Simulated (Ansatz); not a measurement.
# Rock-salt NaBr

These are PBE-D4 in Ansatz (plane waves, PAW) values and carry that method's errors.

Numerical settings: plane-wave cutoff 520 eV, 10×10×10 k mesh, Fermi–Dirac smearing 0.01 eV, scalar-relativistic PAW data made under PBE.

Cell: relaxed at this level.

```json
{
 "equilibrium_volume_per_atom": "26.39 Å³/atom",
 "bulk modulus B0": "21.7 GPa",
 "lattice_parameter_a": "5.955 Å",
 "band_gap": "4.18 eV (direct)",
 "width_of_the_whole_s_p_valence_band": "12.82 eV",
 "pressure derivative B′ of the bulk modulus": "4.7"
}
```

Measured, for comparison: band gap 7.1 eV (temperature not stated, not corrected to a static lattice; as tabulated in Aguado et al. (1998), arXiv:cond-mat/9809176); equilibrium volume per atom 26.01 Å³/atom, lattice constant a 5.926 Å (low temperature, zero-point motion not removed; as tabulated in Doll and Stoll (1998), arXiv:cond-mat/9801031); bulk modulus 22.6 GPa (4 K, zero-point motion not removed; as tabulated in Doll and Stoll (1998), arXiv:cond-mat/9801031). Computed (rounded) less measured: equilibrium volume per atom +1.5 %, bulk modulus -4 %, lattice constant a +0.5 %.

Spin–orbit coupling is not included.

Static lattice: no zero-point or thermal effects.

Ansatz is a program for electronic structure.
